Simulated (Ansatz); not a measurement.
CdSe under changes of volume

One of the cells (28.942 Å³/atom); the others are scaled copies at fixed shape and fractional positions:

```xyz
2
Lattice="0.0000 3.0703 3.0703 3.0703 0.0000 3.0703 3.0703 3.0703 0.0000" Properties=species:S:1:pos:R:3 pbc="T T T"
Cd    0.0000    0.0000    0.0000
Se    1.5351    1.5351    1.5351
```

Measurements of this composition are mostly on another form, of space group No. 186.

- Program: Ansatz 0.2.0
- Functional: PBE
- Potentials or basis: Ansatz PAW polarizable
- Cutoff: 420 eV (not typed: the program's choice for these potentials)
- k mesh: 8 × 8 × 8
- Occupations: fermi-dirac, width 0.05 eV
- Spin: no spin polarisation

| volume (Å³/atom) | energy over the lowest point (meV/atom) | pressure (GPa) | gap on the mesh (eV) |
| --- | --- | --- | --- |
| 27.206 | ? | ? | ? |
| 27.784 | 20.07 | 3.6 | 0.63 |
| 28.363 | 9.43 | 2.4 | 0.59 |
| 28.942 | 2.89 | 1.3 | 0.55 |
| 29.521 | 0.00 | 0.3 | 0.51 |
| 30.100 | 0.41 | -0.5 | 0.47 |
| 30.679 | 3.76 | -1.3 | 0.43 |

What does the run at 27.206 Å³/atom give?

Energy over the lowest point 35.29 meV/atom; pressure 4.9 GPa; gap on the mesh 0.68 eV.

Worked out: A Birch-Murnaghan fit of order 3 (a polynomial in V^(-2/3)) to the other rows has its minimum at 29.73 Å³/atom with B0 = V·E''(V) = 45 GPa and B' = 4.6. It gives 35.24 meV/atom at 27.206 Å³/atom, against the run's 35.29, and -dE/dV = 4.9 GPa, against 4.9. A straight line through the other rows of the gap, of slope -2.02 eV per unit of ln V (its deformation potential), extrapolates to 0.67 eV, against the run's 0.68.

Energies are extrapolated to zero smearing.

Spin-orbit coupling on Cd, Se is left out.
